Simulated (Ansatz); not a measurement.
# Molecular dynamics of TaN

input.yaml

```yaml
accuracy: low
crystal:
  lattice:
    - [5.456886, 0.0, 0.0]
    - [-2.728443, 4.725802, 0.0]
    - [0.0, 0.0, 6.107502]
  atoms:
    - { symbol: Ta, position: [0.0, 0.0, 0.0] }
    - { symbol: Ta, position: [0.3333333, 0.6666667, 0.25] }
    - { symbol: Ta, position: [0.6666667, 0.3333333, 0.25] }
    - { symbol: "N", position: [0.3923922, 0.0, 0.0] }
    - { symbol: "N", position: [0.6076078, 0.6076078, 0.0] }
    - { symbol: "N", position: [0.0, 0.3923922, 0.0] }
    - { symbol: Ta, position: [0.0, 0.0, 0.5] }
    - { symbol: Ta, position: [0.3333333, 0.6666667, 0.75] }
    - { symbol: Ta, position: [0.6666667, 0.3333333, 0.75] }
    - { symbol: "N", position: [0.3923922, 0.0, 0.5] }
    - { symbol: "N", position: [0.6076078, 0.6076078, 0.5] }
    - { symbol: "N", position: [0.0, 0.3923922, 0.5] }
basis:
  ecutwfc: 420.0
kpoints:
  mp_grid: { grid: [2, 2, 2] }
hamiltonian:
  xc: pbe
  pseudopotentials: { kind: paw, azcp: { folder: soft_1 } }
scf:
  occupations: { method: fermi_dirac, width: 0.17 }
  lower_state_search: "off"
md:
  timestep: 1
  n_steps: 200
  ensemble: nvt_langevin
  temperature: 2000.0
  initial_velocities: maxwell_boltzmann
  seed: 426239
  friction: 0.02
```

Launched with:

```bash
$ ansatz run input.yaml --threads 1 --pin off --max-ram 3072MiB --backend cpu --events-out ev --progress --plain --runs-dir out
```

It starts from an unrelaxed structure (largest force component 0.39 eV/Å).

Output, in part (step lines):

```
md step     0: t =     0.00 fs  T =  1833.3 K  F+E_penalty+E_count = -61915.23180027 eV  E_kin = 2.843720 eV  (9 SCF iters)
md step     1: t =     1.00 fs  T =  2049.6 K  F+E_penalty+E_count = -61915.21501395 eV  E_kin = 3.179192 eV  (6 SCF iters)
md step     2: t =     2.00 fs  T =  2009.3 K  F+E_penalty+E_count = -61915.17000541 eV  E_kin = 3.116726 eV  (6 SCF iters)
md step     3: t =     3.00 fs  T =  2082.2 K  F+E_penalty+E_count = -61915.09443087 eV  E_kin = 3.229763 eV  (6 SCF iters)
md step     4: t =     4.00 fs  T =  2093.2 K  F+E_penalty+E_count = -61914.98800286 eV  E_kin = 3.246786 eV  (6 SCF iters)
md step     5: t =     5.00 fs  T =  2245.3 K  F+E_penalty+E_count = -61914.85184771 eV  E_kin = 3.482720 eV  (5 SCF iters)
md step     6: t =     6.00 fs  T =  2094.0 K  F+E_penalty+E_count = -61914.69314680 eV  E_kin = 3.248081 eV  (5 SCF iters)
md step     7: t =     7.00 fs  T =  1930.9 K  F+E_penalty+E_count = -61914.52299068 eV  E_kin = 2.995115 eV  (5 SCF iters)
[... lines left out ...]
md step   199: t =   199.00 fs  T =  1815.4 K  F+E_penalty+E_count = -61911.73311245 eV  E_kin = 2.815950 eV  (7 SCF iters)
md step   200: t =   200.00 fs  T =  1660.6 K  F+E_penalty+E_count = -61911.73598954 eV  E_kin = 2.575865 eV  (8 SCF iters)
```

The steps, from the saved trajectory:

```tsv
time (fs)	T (K)	potential energy less start (eV)
0	1833	0.000
6	2094	0.539
12	1062	1.457
18	945	1.665
24	1646	1.440
30	1848	1.476
36	2035	1.592
42	1383	1.844
48	1086	2.101
54	725	2.395
60	1140	2.305
66	1521	2.369
72	1026	2.572
78	1009	2.462
84	1372	2.116
90	1349	1.871
96	1082	1.829
102	1177	2.032
108	1079	2.357
114	1273	2.523
120	894	2.951
126	1093	3.029
132	1701	2.626
138	1651	1.940
144	2445	1.475
150	1994	1.754
156	1523	2.377
162	1526	2.974
168	1113	2.951
174	2320	2.459
180	2195	2.215
186	2233	2.823
192	1625	3.341
198	1640	3.498
```

All steps were run. The mean temperature of the second half is 20 % below the set value. A run of 0.2 ps of so small a system gives no equilibrium averages. Limits of this set-up: coarse k mesh, low accuracy level.

Mean squared displacements from the first frame to the last, about the centre of mass: Ta 0.06 Å², N 0.08 Å².

Last frame:

```xyz
12
Lattice="5.4569 0.0000 0.0000 -2.7284 4.7258 0.0000 0.0000 0.0000 6.1075" Properties=species:S:1:pos:R:3
Ta 0.116 0.273 -0.414
Ta 0.178 3.232 1.407
Ta 2.796 1.466 1.541
N 2.180 0.154 -0.051
N 1.634 3.274 -0.346
N -0.978 2.110 -0.114
Ta -0.009 0.107 2.650
Ta -0.133 3.349 4.373
Ta 2.551 1.780 4.473
N 2.161 0.268 2.908
N 1.692 3.089 3.062
N -0.543 2.034 2.797
```

The run took 12 min on 1 thread of Arm Neoverse V1 (shared host), peak memory 0.56 GiB.
